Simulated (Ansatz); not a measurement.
# Bi2Se3: the cost of one run

Computed with Ansatz 0.2.0 (DFT PBE, scalar-relativistic, plane waves, PAW, unless a step's input says otherwise).

### 1 The starting structure

It takes space group R-3m (No. 166, trigonal). Conventional cell: a = 4.143 Å, b = 4.143 Å, c = 28.636 Å, α = 90.00°, β = 90.00°, γ = 120.00°. Around Bi (site symmetry 3m) lie 6 Se at 2.85 to 3.07 Å. Around Se (site symmetry -3m) lie 6 Bi at 3.07 Å. Se (site symmetry 3m) has 3 Bi at 2.85 Å in its first shell of neighbours.

Structure file:

```cif
data_structure
_symmetry_space_group_name_H-M 'P 1'
_symmetry_Int_Tables_number 1
_cell_length_a 9.8405
_cell_length_b 9.8405
_cell_length_c 9.8405
_cell_angle_alpha 24.304
_cell_angle_beta 24.304
_cell_angle_gamma 24.304
_cell_volume 141.89
loop_
_atom_site_label
_atom_site_type_symbol
_atom_site_fract_x
_atom_site_fract_y
_atom_site_fract_z
_atom_site_occupancy
Bi1 Bi 0.40080 0.40080 0.40080 1
Bi2 Bi 0.59920 0.59920 0.59920 1
Se1 Se 0.00000 0.00000 0.00000 1
Se2 Se 0.21170 0.21170 0.21170 1
Se3 Se 0.78830 0.78830 0.78830 1
```

The cell is taken as given, not relaxed at this level.

### 2 Zero of energy

The reference gives a free energy of -41202.2130 eV, pressure 2.55 GPa, largest force 0.156 eV/Å and gap on the mesh 0.21 eV. It was computed beforehand with the settings of the runs below.

### 3 Setting up a one-atom displacement scan

Atom 1 (Bi) is moved by x along the Cartesian unit vector (-0.727, -0.420, 0.544); the cell and all other atoms stay fixed. Forces below are components along that vector, summed over the moved atoms. In a periodic cell its images move with it.

### 4 Point x = -0.600 Å

input.yaml

```yaml
crystal:
  lattice:
    - [2.0714992968, 1.1959806766, 9.54533]
    - [-2.0714992968, 1.1959806766, 9.54533]
    - [0.0, -2.3919613533, 9.54533]
  atoms:
    - { symbol: Bi, position: [0.5297081715, 0.3192458507, 0.3192458507] }
    - { symbol: Bi, position: [0.5992, 0.5992, 0.5992] }
    - { symbol: Se, position: [0.0, 0.0, 0.0] }
    - { symbol: Se, position: [0.2117, 0.2117, 0.2117] }
    - { symbol: Se, position: [0.7883, 0.7883, 0.7883] }
basis:
  ecutwfc: 420
kpoints:
  mp_grid: { grid: [12, 12, 12] }
hamiltonian:
  xc: pbe
scf:
  occupations: { method: gaussian, width: 0.03 }
output:
  forces: true
  stress: true
  eigenvalues: true
```

Started as:

```
> ansatz run input.yaml --threads 2 --pin off --max-ram 5120MiB --backend cpu --events-out ev --progress --plain --runs-dir out
```

Q: Estimate wall time and peak memory on 2 threads of AMD EPYC 9R45 (Zen 5), shared host.

About 35 s, with a peak of 2.1 GiB.
